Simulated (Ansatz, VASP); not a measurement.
**PbF2 in VASP and in Ansatz**

```xyz
3
Lattice="0.0000 2.9494 2.9494 2.9494 0.0000 2.9494 2.9494 2.9494 0.0000" Properties=species:S:1:pos:R:3 pbc="T T T"
Pb    0.0000    0.0000    0.0000
F     1.4747    1.4747    1.4747
F     4.4241    4.4241    4.4241
```

Alike in both runs: functional PBEsol; k mesh 8 × 8 × 8; occupations gaussian, width 0.02 eV; no spin polarisation.

Ansatz relaxed the structure, and its values are those at the end. VASP's run is a single point on that final structure, the one shown.

|  | VASP | Ansatz |
| --- | --- | --- |
| version | VASP 6.6.1 | Ansatz 0.2.0 |
| potentials or method | VASP PAW PBE potentials, release 64 (Pb_d, F) | scalar-relativistic, plane waves, PAW |
| plane-wave cutoff (eV) | 520 | 420 |
| valence electrons in the cell | 28 | 28 |

|  | VASP | Ansatz | Ansatz less VASP |
| --- | --- | --- | --- |
| gap on the k mesh at the Fermi level (eV) | 4.30 | 4.31 | +0.005 |
| least direct gap on the mesh (eV) | 4.45 | 4.46 | +0.005 |
| pressure (GPa) | -0.2 | 0.0 | +0.22 |

Caveats: the PAW data sets were made with another functional, which shifts forces and pressure a little (VASP); spin-orbit coupling is left out, which as a rule narrows the gap of such compounds by several tenths of an eV. A k mesh can miss the band edges.
